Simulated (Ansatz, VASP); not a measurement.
# One calculation of Si, two programs

INCAR

```
SYSTEM = Si
ALGO = Normal
EDIFF = 1E-6
ENCUT = 520
ISIF = 2
ISMEAR = 0
LASPH = .True.
LCHARG = .False.
LREAL = .False.
LWAVE = .False.
NBANDS = 11
NELM = 100
PREC = Accurate
SIGMA = 0.05
```

KPOINTS

```
k-points
0
Gamma
  12 12 12
  0 0 0
```

The input POSCAR:

```
Si
1.0
    0.0000000000      2.5005000667      2.9995998800
    2.5005000667      0.0000000000      2.9995998800
    2.5005000667      2.5005000667      0.0000000000
Si
2
Direct
    0.5000000000      0.5000000000      0.5000000000
    0.7500000000      0.7500000000      0.7500000000
```

Input for Ansatz:

```yaml
crystal:
  lattice:
    - [0.0, 2.5005000667, 2.99959988]
    - [2.5005000667, 0.0, 2.99959988]
    - [2.5005000667, 2.5005000667, 0.0]
  atoms:
    - { symbol: Si, position: [0.5, 0.5, 0.5] }
    - { symbol: Si, position: [0.75, 0.75, 0.75] }
basis:
  ecutwfc: 420
kpoints:
  mp_grid: { grid: [12, 12, 12] }
hamiltonian:
  xc: lda
  pseudopotentials: { kind: paw, azcp: { folder: soft_1 } }
scf:
  occupations: { method: gaussian, width: 0.05 }
output:
  forces: true
  stress: true
  eigenvalues: true
```

Alike in both runs: task single point; functional LDA; k mesh 12 × 12 × 12; occupations gaussian, width 0.05 eV; no spin polarisation.

|  | VASP | Ansatz |
| --- | --- | --- |
| version | VASP 6.6.1 | Ansatz 0.2.0 |
| potentials or method | VASP PAW LDA potentials, release 64 (Si) | scalar-relativistic, plane waves, PAW |
| plane-wave cutoff (eV) | 520 | 420 |
| valence electrons in the cell | 8 | 8 |

```csv
,VASP,Ansatz,Ansatz less VASP
gap on the k mesh at the Fermi level (eV),none,none,-
pressure (GPa),3.8,3.8,-0.06
largest component of the traceless stress (GPa),14.44,14.45,+0.010
```

A gap of «none» marks a metal or a gap that the smearing closes. Ansatz warned: «pseudo_functional_mismatch».
